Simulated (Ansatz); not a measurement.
# AlRu: the cost of one run

Method: DFT r2SCAN, scalar-relativistic, plane waves, PAW, in Ansatz 0.2.0.

## Step 1: Starting point

Symmetry: Pm-3m, No. 221, cubic system. Conventional cell: a = 2.982 Å, b = 2.982 Å, c = 2.982 Å, α = 90.00°, β = 90.00°, γ = 90.00°. Al (site symmetry m-3m) has 8 Ru at 2.58 Å as nearest neighbours. Around Ru (site symmetry m-3m) lie 8 Al at 2.58 Å.

Structure file:

```xyz
2
Lattice="2.9825 0.0000 0.0000 0.0000 2.9825 0.0000 0.0000 0.0000 2.9825" Properties=species:S:1:pos:R:3 pbc="T T T"
Al    0.0000    0.0000    0.0000
Ru    1.4912    1.4912    1.4912
```

The structure comes from the Materials Project (structure only).

(A quick probe on a coarse mesh, which set the mesh and smearing, is not shown.)

## Step 3: Relaxing cell and atoms

Input file input.yaml:

```yaml
crystal:
  lattice:
    - [2.98249544, 0.0, 0.0]
    - [0.0, 2.98249544, 0.0]
    - [0.0, 0.0, 2.98249544]
  atoms:
    - { symbol: Al, position: [0.0, 0.0, 0.0] }
    - { symbol: Ru, position: [0.5, 0.5, 0.5] }
basis:
  ecutwfc: 500
kpoints:
  mp_grid: { grid: [14, 14, 14] }
hamiltonian:
  xc: r2scan
scf:
  occupations: { method: gaussian, width: 0.1 }
output:
  forces: true
  stress: true
  eigenvalues: true
relax:
  adjacent_minimum: "off"
  f_tol: 0.005
  max_steps: 80
  cell: { stress_tol: 0.05 }
```

Command:

```
$ ansatz run input.yaml --threads 1 --pin off --max-ram 2560MiB --backend cpu --events-out ev --progress --plain --runs-dir out
```

Q: Estimate wall time and peak memory on 1 thread of Arm Neoverse V1, shared host.

About 14 s, with a peak of 0.4 GiB.
